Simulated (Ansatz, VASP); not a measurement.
**One calculation of Pd, two programs**

INCAR

```
PREC = Accurate ; ENCUT = 520
EDIFF = 1E-6 ; ISMEAR = 0
SIGMA = 0.15 ; LREAL = F
LASPH = T ; NELM = 60
ALGO = Normal ; ISIF = 2
LWAVE = F ; LCHARG = T
GGA = PE ; LELF = T
LVHAR = T ; NBANDS = 11
```

Contents of KPOINTS:

```
regular mesh
0
Gamma
  20 20 20
```

Contents of POSCAR:

```
Pd
1.0
    0.0000000000      1.8476550000      1.8476550000
    1.8476550000      0.0000000000      1.8476550000
    1.8476550000      1.8476550000      0.0000000000
Pd
1
Direct
    0.0000000000      0.0000000000      0.0000000000
```

Input for Ansatz:

```yaml
crystal:
  lattice:
    - [0.0, 1.847655, 1.847655]
    - [1.847655, 0.0, 1.847655]
    - [1.847655, 1.847655, 0.0]
  atoms:
    - { symbol: Pd, position: [0.0, 0.0, 0.0] }
basis:
  ecutwfc: 420
kpoints:
  mp_grid: { grid: [20, 20, 20] }
hamiltonian:
  xc: pbe
scf:
  occupations: { method: gaussian, width: 0.15 }
output:
  forces: true
  stress: true
  eigenvalues: true
```

Change from the starting cell: strain -0.050 along x and y, -0.050 along z, atoms carried along.

Alike in both runs: task single point; functional PBE; k mesh 20 × 20 × 20; occupations gaussian, width 0.15 eV; no spin polarisation.

|  | VASP | Ansatz |
| --- | --- | --- |
| version | VASP 6.6.1 | Ansatz 0.2.0 |
| potentials or method | VASP PAW PBE potentials, release 64 (Pd) | scalar-relativistic, plane waves, PAW |
| plane-wave cutoff (eV) | 520 | 420 |
| valence electrons in the cell | 10 | 18 |

```csv
,VASP,Ansatz,Ansatz less VASP
gap on the k mesh at the Fermi level (eV),none,none,-
pressure (GPa),54.9,55.5,+0.61
```

A gap of «none» marks a metal or a gap that the smearing closes. The functional is the same, so the differences come from potentials, cutoffs and numerics. The two sets of potentials don't hold the same shells in valence.

Caveats: so large a pressure means that the cell lies far from this level's equilibrium, or that cutoff or potentials fall short (VASP).
